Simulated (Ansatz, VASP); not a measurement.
Zr in VASP and in Ansatz

```
CELL_PARAMETERS angstrom
3.18832 0.00000 0.00000
-1.59416 2.76116 0.00000
0.00000 0.00000 5.07744
ATOMIC_POSITIONS crystal
Zr 0.33333 0.66667 0.25000
Zr 0.66667 0.33333 0.75000
```

Change from the starting cell: volume scaled by 0.96.

Alike in both runs: task single point; functional PBE; k mesh 13 × 13 × 7; occupations fermi-dirac, width 0.08 eV; no spin polarisation.

```csv
,VASP,Ansatz
version,VASP 6.6.1,Ansatz 0.2.0
potentials or method,"VASP PAW PBE potentials, release 64 (Zr_sv), cutoff 520 eV","all-electron LAPW, scalar-relativistic"
```

Ansatz gave:

| Item | Value |
| --- | --- |
| pressure (GPa) | 4.7 |
| largest component of the traceless stress (GPa) | 0.70 |

Which values does VASP return?

Pressure (GPa): 4.7; largest component of the traceless stress (GPa): 0.69.

Ansatz ran all-electron here, so the differences hold the error of VASP's frozen core and of both bases.
